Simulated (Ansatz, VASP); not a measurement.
# Two plane-wave programs on Zr

```
Zr
1.0
     3.14275    0.00000    0.00000
    -1.57138    2.72171    0.00000
     0.00000    0.00000    5.09164
Zr
2
Direct
  0.33333 0.66667 0.25000
  0.66667 0.33333 0.75000
```

Alike in both runs: functional LDA; k mesh 15 × 15 × 8; occupations gaussian, width 0.1 eV; no spin polarisation.

Ansatz relaxed the structure, and its values are those at the end. VASP's run is a single point on that final structure, the one shown.

```csv
,VASP,Ansatz
version,VASP 6.6.1,Ansatz 0.2.0
potentials or method,"VASP PAW LDA potentials, release 64 (Zr_sv)","scalar-relativistic, plane waves, PAW"
plane-wave cutoff (eV),520,420
valence electrons in the cell,24,24
```

```csv
,VASP,Ansatz,Ansatz less VASP
gap on the k mesh at the Fermi level (eV),none,none,-
pressure (GPa),0.1,0.0,-0.10
```

A gap of «none» marks a metal or a gap that the smearing closes.
